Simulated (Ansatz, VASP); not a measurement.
# One calculation of Ga4As5, two programs

```
As Ga
1.0
     4.00100    0.00000    0.00000
     0.00000    4.00100    0.00000
     0.00000    0.00000   26.31655
As Ga
5 4
Direct
  0.00000 0.50000 0.28520
  0.50000 0.00000 0.39299
  0.00000 0.50000 0.50000
  0.50000 0.00000 0.60701
  0.00000 0.50000 0.71480
  0.50000 0.50000 0.33778
  0.00000 0.00000 0.44592
  0.50000 0.50000 0.55408
  0.00000 0.00000 0.66222
```

Alike in both runs: functional PBEsol; k mesh 9 × 9 × 1; occupations gaussian, width 0.05 eV; no spin polarisation.

Ansatz relaxed the structure, and its values are those at the end. VASP's run is a single point on that final structure, the one shown.

|  | VASP | Ansatz |
| --- | --- | --- |
| version | VASP 6.6.1 | Ansatz 0.2.0 |
| potentials or method | VASP PAW PBE potentials, release 64 (As, Ga_d) | scalar-relativistic, plane waves, PAW |
| plane-wave cutoff (eV) | 520 | 420 |
| valence electrons in the cell | 77 | 127 |

|  | VASP | Ansatz | Ansatz less VASP |
| --- | --- | --- | --- |
| gap on the k mesh at the Fermi level (eV) | none | none | - |
| rms of the force components (eV/Å) | 0.004 | 0.001 | -0.0022 |
| work function, face that differs most (eV) | 5.73 | 5.80 | +0.069 |

A gap of «none» marks a metal or a gap that the smearing closes. With one functional, cell and mesh, what is left measures potentials, basis and numerics. The two sets of potentials don't hold the same shells in valence.

Caveats: the PAW data sets were made with another functional, which shifts forces and pressure a little (VASP).
